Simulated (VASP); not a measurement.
# C in VASP: further runs, part 2 of 2

VASP 6.6.1. The steps go on from the part before.

## (3) Relaxation of the atoms, PBEsol

INCAR

```
SYSTEM = C
PREC = Accurate
ENCUT = 520
EDIFF = 1E-6
ISMEAR = 0
SIGMA = 0.03
LREAL = .FALSE.
LASPH = .TRUE.
NELM = 80
ALGO = Normal
ISIF = 2
LWAVE = .FALSE.
LCHARG = .FALSE.
LDIPOL = .TRUE.
IDIPOL = 3
DIPOL = 0.5 0.5 0.500
GGA = PS
IBRION = 2
NSW = 80
EDIFFG = -0.02
KPAR = 2
```

KPOINTS

```
Automatic mesh
0
G
  12 12 1
  0 0 0
```

POSCAR

```
C
1.0
    2.4600223900      0.0000000000      0.0000000000
   -1.2300108000      2.1304416600      0.0000000000
    0.0000000000      0.0000000000     22.0016760000
C
6
Direct
    0.0000000000      0.0000000000      0.3408831200
    0.3333330000      0.6666660000      0.3408831200
    0.0000000000      0.0000000000      0.5000000000
    0.6666670000      0.3333340000      0.5000000000
    0.0000000000      0.0000000000      0.6591168800
    0.3333330000      0.6666660000      0.6591168800
```

Potentials or basis: VASP PAW PBE potentials, release 64 (C).

On the command line:

```
> cat potpaw_PBE.64/C/POTCAR > POTCAR
> mpirun -np 2 vasp_std > vasp.out
```

OUTCAR:

```text
SYSTEM = C
   PREC = Accurate
   ENCUT = 520
   EDIFF = 1E-6
   ISMEAR = 0
   LREAL = .FALSE.
   LASPH = .TRUE.
   NELM = 80
   ISIF = 2
   GGA = PS
   IBRION = 2
   NSW = 80
   EDIFFG = -0.02

 ion  position               nearest neighbor table
   1  0.000  0.000  0.341-   2 1.42   2 1.42   2 1.42
   2  0.333  0.667  0.341-   1 1.42   1 1.42   1 1.42
   3  0.000  0.000  0.500-   4 1.42   4 1.42   4 1.42
   4  0.667  0.333  0.500-   3 1.42   3 1.42   3 1.42
   5  0.000  0.000  0.659-   6 1.42   6 1.42   6 1.42
   6  0.333  0.667  0.659-   5 1.42   5 1.42   5 1.42

  LATTYP: Found a hexagonal cell.
 ALAT       =     2.4600223900
 C/A-ratio  =     8.9436893296

  Lattice vectors:

 A1 = (   2.4600223900,   0.0000000000,   0.0000000000)
 A2 = (  -1.2300108000,   2.1304416600,   0.0000000000)
 A3 = (   0.0000000000,   0.0000000000,  22.0016760000)

Analysis of symmetry for initial positions (statically):
=====================================================================
 Subroutine PRICEL returns:
 Original cell was already a primitive cell.

 Routine SETGRP: Setting up the symmetry group for a
 hexagonal supercell.

 Subroutine GETGRP returns: Found 12 space group operations
 (whereof 12 operations were pure point group operations)
 out of a pool of 24 trial point group operations.

The static configuration has the point symmetry D_3h.

Analysis of symmetry for dynamics (positions and initial velocities):
=====================================================================
 Subroutine PRICEL returns:
 Original cell was already a primitive cell.

 Routine SETGRP: Setting up the symmetry group for a
 hexagonal supercell.

 Subroutine GETGRP returns: Found 12 space group operations
 (whereof 12 operations were pure point group operations)
 out of a pool of 24 trial point group operations.

[... 130 lines left out ...]
   IVDW    =     0    specifies the selected vdW correction
   LEPSILON=     F    determine dielectric tensor
   LRPA    =     F    only Hartree local field effects (RPA)
 conjugate gradient relaxation of ions
 non-spin polarized calculation
 Gauss-broadening in eV      SIGMA  =   0.03
  energy-cutoff  :      520.00
  volume of cell :      115.31
 maximum number of plane-waves:      3151
   NGX =  9   NGY =  9   NGZ = 81

 number of electron      23.9999994 magnetization

 dipolmoment           0.000000      0.000000     -0.000000 electrons x Angstroem

 Free energy of the ion-electron system (eV)
  ---------------------------------------------------
  ext. energy  EPLUGINS =         0.00000000
  ---------------------------------------------------
  free energy    TOTEN  =       -57.85027168 eV

  energy without entropy =      -57.84934686  energy(sigma->0) =      -57.84980927

 E-fermi :  -0.2158     XC(G=0):  -5.2200

 val. band max:       -0.2161720940   @ k =   0.3333   0.3333   0.0000
 cond. band min:      -0.2097172258   @ k =   0.3333   0.3333   0.0000
 fundamental gap:      0.0064548682
 Fermi energy:        -0.2158068966

 k-point     1 :       0.0000    0.0000    0.0000
  band No.  band energies     occupation
      1     -19.8168      2.00000
      2     -19.7456      2.00000
      3     -19.6607      2.00000
      4      -8.4541      2.00000
      5      -7.9182      2.00000
      6      -7.3180      2.00000
[... 338 lines left out ...]
      3     -12.7573      2.00000
      4     -12.7567      2.00000
      5     -12.7435      2.00000
      6     -12.7046      2.00000
[... 8 lines left out ...]
     15       0.1747      0.00000
     16       9.9983      0.00000

------------------------ aborting loop because EDIFF is reached ----------------------------------------

 vacuum level on the upper side and lower side of the slab       (xc-potential included)        -0.217        -0.217

  FORCE on cell =-STRESS in cart. coord.  units (eV):
  Direction    XX          YY          ZZ          XY          YZ          ZX
  --------------------------------------------------------------------------------------
  -------------------------------------------------------------------------------------
  Total        0.1607317      0.1607317      0.0466668      0.0000000     -0.0000000      0.0000000
  in kB        2.2333031      2.2333026      0.6484169      0.0000004     -0.0000000      0.0000000
  external PRESSURE =       1.7050075 kB  Pullay stress =       0.0000000 kB

 VOLUME and BASIS-vectors are now :
 -----------------------------------------------------------------------------
  energy-cutoff  :      520.00
  volume of cell :      115.31
      direct lattice vectors                 reciprocal lattice vectors
     2.460022390  0.000000000  0.000000000     0.406500365  0.234693045  0.000000000
    -1.230010800  2.130441660  0.000000000     0.000000000  0.469386240  0.000000000
     0.000000000  0.000000000 22.001676000     0.000000000  0.000000000  0.045451083

 POSITION                                       TOTAL-FORCE (eV/Angst)
 -----------------------------------------------------------------------------------
      0.00000      0.00000      7.50000         0.000000      0.000000      0.001687
      0.00000      1.42029      7.50000        -0.000000      0.000000     -0.012674
      0.00000      0.00000     11.00084         0.000000      0.000000      0.000000
      1.23001      0.71015     11.00084        -0.000000      0.000000      0.000000
      0.00000      0.00000     14.50168         0.000000      0.000000     -0.001687
      0.00000      1.42029     14.50168        -0.000000      0.000000      0.012674
 -----------------------------------------------------------------------------------
    total drift:                                0.000000      0.000266      0.000000

  FREE ENERGIE OF THE ION-ELECTRON SYSTEM (eV)
  ---------------------------------------------------
  free  energy   TOTEN  =       -57.8502716759 eV

  energy  without entropy=      -57.8493468610  energy(sigma->0) =      -57.84980927

 reached required accuracy - stopping structural energy minimisation

 vacuum level on the upper side and lower side of the slab         3.952         3.952
```

CONTCAR:

```text
C
   1.00000000000000
     2.4600223899999998    0.0000000000000000    0.0000000000000000
    -1.2300108000000001    2.1304416599999998    0.0000000000000000
     0.0000000000000000    0.0000000000000000   22.0016759999999998
  C
     6
Direct
     0.0000000000000000    0.0000000000000000    0.3408831200000009
     0.3333330000000032    0.6666659999999993    0.3408831200000009
     0.0000000000000000    0.0000000000000000    0.5000000000000000
     0.6666669999999968    0.3333340000000007    0.5000000000000000
     0.0000000000000000    0.0000000000000000    0.6591168799999991
     0.3333330000000032    0.6666659999999993    0.6591168799999991

  0.00000000E+00  0.00000000E+00  0.00000000E+00
  0.00000000E+00  0.00000000E+00  0.00000000E+00
  0.00000000E+00  0.00000000E+00  0.00000000E+00
  0.00000000E+00  0.00000000E+00  0.00000000E+00
  0.00000000E+00  0.00000000E+00  0.00000000E+00
  0.00000000E+00  0.00000000E+00  0.00000000E+00
```

Run time: 29 s. Hardware: 2 MPI ranks of Intel Xeon Platinum 8488C (Sapphire Rapids), shared host; peak memory 0.2 GiB.

What came out:

```
Free energy                  : -57.8503 eV
Largest force after relaxing : 0.013 eV/Å
Band gap on the k mesh       : none (metal or under the smearing width)
```

Forces in eV/Å, atoms in the order of the input:
```
C    0.000  0.000  0.002
C    0.000  0.000 -0.013
C    0.000  0.000  0.000
C    0.000  0.000  0.000
C    0.000  0.000 -0.002
C    0.000  0.000  0.013
```

Final structure:
```cif
data_structure
_symmetry_space_group_name_H-M 'P 1'
_symmetry_Int_Tables_number 1
_cell_length_a 2.4600
_cell_length_b 2.4600
_cell_length_c 22.0017
_cell_angle_alpha 90.000
_cell_angle_beta 90.000
_cell_angle_gamma 120.000
_cell_volume 115.31
loop_
_atom_site_label
_atom_site_type_symbol
_atom_site_fract_x
_atom_site_fract_y
_atom_site_fract_z
_atom_site_occupancy
C1 C 0.00000 0.00000 0.34088 1
C2 C 0.33333 0.66667 0.34088 1
C3 C 0.00000 0.00000 0.50000 1
C4 C 0.66667 0.33333 0.50000 1
C5 C 0.00000 0.00000 0.65912 1
C6 C 0.33333 0.66667 0.65912 1
```

Caveat: the relaxation stopped at its first step, so nothing moved; the PAW data sets were made with another functional, which shifts forces and pressure a little.

## (4) Single point, PBEsol

INCAR

```
ALGO = Normal
DIPOL = 0.5 0.5 0.500
EDIFF = 1E-7
ENCUT = 520
GGA = PS
ICORELEVEL = 1
IDIPOL = 3
ISIF = 2
ISMEAR = 0
KPAR = 2
LASPH = T
LCHARG = F
LDIPOL = T
LREAL = F
LVACPOTAV = T
LVHAR = T
LWAVE = F
NELM = 80
PREC = Accurate
SIGMA = 0.03
```

KPOINTS

```
k-points
0
Gamma
  12 12 1
```

POSCAR

```
C                                       
1.0
    2.4600223900      0.0000000000      0.0000000000
   -1.2300108000      2.1304416600      0.0000000000
    0.0000000000      0.0000000000     22.0016760000
  C             
     6
Direct
     0.0000000000000000    0.0000000000000000    0.3408831200000009
     0.3333330000000032    0.6666659999999993    0.3408831200000009
     0.0000000000000000    0.0000000000000000    0.5000000000000000
     0.6666669999999968    0.3333340000000007    0.5000000000000000
     0.0000000000000000    0.0000000000000000    0.6591168799999991
     0.3333330000000032    0.6666659999999993    0.6591168799999991
```

On the command line:

```
> cat potpaw_PBE.64/C/POTCAR > POTCAR
> mpirun -np 2 vasp_std > vasp.out
```

Wall time 27 s (2 MPI ranks of Intel Xeon Platinum 8488C (Sapphire Rapids), shared host); peak memory 0.21 GiB.

It converged, with:

```yaml
Free_energy: -57.8503 eV
Largest_force: 0.013 eV/Å
Band_gap_on_the_k_mesh: none (metal or under the smearing width)
Work_function_of_the_upper_face: 4.33 eV
Work_function_of_the_lower_face: 4.33 eV
```

Forces in eV/Å, atoms in the order of the input:
```
C    0.000  0.000  0.002
C    0.000  0.000 -0.013
C    0.000  0.000  0.000
C    0.000  0.000  0.000
C    0.000  0.000 -0.002
C    0.000  0.000  0.013
```

Levels at points of the mesh, in eV from the Fermi level:
| k point | band 10 | band 11 | band 12 | band 13 | band 14 | band 15 |
| --- | --- | --- | --- | --- | --- | --- |
| (0.00, 0.00, 0.00) | -2.99 | -2.97 | -2.97 | 3.49 | 3.79 | 4.57 |
| (0.50, 0.00, 0.00) | -2.59 | -2.37 | -2.20 | 1.49 | 1.64 | 1.92 |

Core levels (eV, on the scale of the bands):
```
atom     levels
 1 C  1s -266.2
 2 C  1s -266.2
 3 C  1s -266.2
 4 C  1s -266.2
 5 C  1s -266.2
 6 C  1s -266.2
```

Caveat: the PAW data sets were made with another functional, which shifts forces and pressure a little.
